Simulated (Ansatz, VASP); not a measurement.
**CuO in VASP and in Ansatz**

```
CELL_PARAMETERS angstrom
2.34195 -1.73670 0.00000
2.34195 1.73670 0.00000
-0.77750 0.00000 5.06325
ATOMIC_POSITIONS crystal
Cu 0.00000 0.50000 0.00000
Cu 0.50000 0.00000 0.50000
O 0.52790 0.47210 0.25000
O 0.47210 0.52790 0.75000
```

Alike in both runs: task single point; functional r2SCAN; k mesh 7 × 7 × 4; occupations gaussian, width 0.1 eV; collinear spin.

|  | VASP | Ansatz |
| --- | --- | --- |
| version | VASP 6.6.1 | Ansatz 0.2.0 |
| potentials or method | VASP PAW PBE potentials, release 64 (Cu, O) | PAW, plane waves, scalar-relativistic |
| plane-wave cutoff (eV) | 520 | 500 |
| valence electrons in the cell | 34 | 50 |

|  | VASP | Ansatz | Ansatz less VASP |
| --- | --- | --- | --- |
| pressure (GPa) | 3.5 | 3.8 | +0.25 |
| largest component of the traceless stress (GPa) | 6.74 | 7.67 | +0.926 |
| rms of the force components (eV/Å) | 0.256 | 0.252 | -0.0035 |
| net moment per atom (μB) | 0.00 | 0.46 | +0.459 |
| size of the moment on the site where the two differ most (μB) | 0.00 | 0.61 | +0.605 |

The net moments differ so much that the two runs ended in different magnetic states, which moves the other rows too. Site moments also hang on the region over which each program counts them. Atom by atom the forces differ by 0.004 eV/Å (rms over components). The two sets of potentials don't hold the same shells in valence. Ansatz warned: «stability_check_not_made».

Caveats: the PAW data sets were made with another functional, which shifts forces and pressure a little (VASP).
